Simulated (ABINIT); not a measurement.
Input of an ABINIT 10.8.3 (patched build) run:

Contents of run.abi:

```
# Pseudopotentials
pp_dirpath "./"
pseudos "Mg.GGA_PBE-JTH.xml, B.GGA_PBE-JTH.xml"

# Structure
acell 5.8298050945 5.8298050945 6.6575051371
rprim
     1.0000000000     0.0000000000     0.0000000000
    -0.5000000000     0.8660254038     0.0000000000
     0.0000000000     0.0000000000     1.0000000000
ntypat 2
znucl 12 5
natom 3
typat 1 2 2
xred
     0.0000000000     0.0000000000     0.0000000000
     0.6666666667     0.3333333333     0.5000000000
     0.3333333333     0.6666666667     0.5000000000
chkprim 0
chksymtnons 0
tolsym 1.0e-6

# Plane-wave basis
ecut 23.0
pawecutdg 45.0
pawxcdev 0
pawovlp -1

# k points
kptopt 1
ngkpt 10 10 8
nshiftk 1
shiftk 0.0 0.0 0.0

# Exchange and correlation
ixc 11

# Bands and occupations
nband 12
occopt 3
tsmear 0.05 eV

# SCF cycle
nstep 100
tolvrs 1.0e-9

# Output
iomode 3
prtwf 0
prtden 0
prteig 0
prtebands 0

# Relaxation
ionmov 2
ntime 60
tolmxf 0.0005
optcell 2
dilatmx 1.08
ecutsm 0.5
```

Potentials or basis: JTH PAW PBE v2.0.

The run is started by

```console
$ abinit run.abi > log 2>&1
```

**Question.** What does it give for the relaxed cell?

**Answer.** a = 3.080 Å, b = 3.080 Å, c = 3.517 Å, α = 90.00°, β = 90.00°, γ = 120.00°.

**Question.** What does it give for the band gap on the k mesh?

**Answer.** None (metal or under the smearing width).

**Question.** Predict the relaxed volume.

**Answer.** 9.63 Å³/atom.

**Question.** What does it give for the space group after relaxing (to 0.05 Å)?

**Answer.** P6/mmm (No. 191).

Final structure:
```
CELL_PARAMETERS angstrom
3.07960 0.00000 0.00000
-1.53980 2.66701 0.00000
0.00000 0.00000 3.51659
ATOMIC_POSITIONS crystal
Mg 0.00000 0.00000 0.00000
B 0.66667 0.33333 0.50000
B 0.33333 0.66667 0.50000
```

Caveat: the atomic spheres overlap.
